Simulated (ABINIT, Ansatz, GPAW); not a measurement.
TaSi2: 3 runs at one level of theory

```
Ta Si
1.0
     4.78000    0.00000    0.00000
    -2.39000    4.13960    0.00000
     0.00000    0.00000    6.56400
Ta Si
3 6
Direct
  0.00000 0.50000 0.16667
  0.50000 0.50000 0.83333
  0.50000 0.00000 0.50000
  0.33330 0.16665 0.16667
  0.16665 0.83335 0.83333
  0.83335 0.66670 0.50000
  0.66670 0.83335 0.16667
  0.83335 0.16665 0.83333
  0.16665 0.33330 0.50000
```

Alike in all runs: task single point; functional PBEsol; k mesh 7 × 7 × 4; occupations fermi-dirac, width 0.05 eV; no spin polarisation; no spin-orbit coupling. Pressure is positive in compression and, in plane waves, holds the error of the finite cutoff, which Ansatz's Pulay term estimates and takes out.

| program and potentials | plane-wave cutoff (eV) | notes | pressure (GPa) | largest force (eV/Å) |
| --- | --- | --- | --- | --- |
| Ansatz, Ansatz PAW | 420 | potentials made for PBE, which Ansatz adapts in part; Pulay term of +0.05 GPa included | -1.27 | 0.745 |
| GPAW, PAW data sets generated for this functional | 600 | - | -0.54 | 0.748 |
| ABINIT, PseudoDojo NC SR PBEsol v0.4.1 standard | 789 | - | -1.30 | 0.746 |

Force on atom 6 (Si), eV/Å:

```csv
program and potentials,x,y,z
"Ansatz, Ansatz PAW",0.000,0.745,0.000
"GPAW, PAW data sets generated for this functional",0.000,0.748,0.000
"ABINIT, PseudoDojo NC SR PBEsol v0.4.1 standard",0.000,0.746,0.000
```

The pressure spans -1.30 (ABINIT, PseudoDojo NC SR PBEsol v0.4.1 standard) to -0.54 GPa (GPAW, PAW data sets generated for this functional). The atoms of the given cell lie far from their minimum at this level.

The functional is the same throughout but for its coding, so the spread measures potentials, basis and numerics; runs on potential files found faulty are left out.
